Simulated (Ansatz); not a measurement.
## Pb in Ansatz: the effect of functional

Pb:

```xyz
1
Lattice="-1.9928 1.9928 1.9928 1.9928 -1.9928 1.9928 1.9928 1.9928 -1.9928" Properties=species:S:1:pos:R:3 pbc="T T T"
Pb    0.0000    0.0000    0.0000
```

This isn't the form of Pb at room conditions, which is fcc.

The cell isn't the ideal one: volume scaled by 1.02.

Alike in all runs:

```yaml
Program: Ansatz 0.2.0
Task: single point
Potentials_or_basis: Ansatz PAW
k_mesh: 9 × 9 × 9
Occupations: fermi-dirac, width 0.05 eV
Spin: no spin polarisation
```

```tsv
functional	cutoff	pressure (GPa)
LDA	420 eV (not typed: the program's choice for these potentials)	-4.0
PBEsol	420 eV (not typed: the program's choice for these potentials)	-2.7
r2SCAN	500 eV (not typed: the program's choice for these potentials)	?
```

What does the run with functional r2SCAN give?

Pressure -1.2 GPa.

Caveats: the PAW data sets come from PBE, with cores solved anew for the run's functional, which leaves a small shift of forces and pressure.
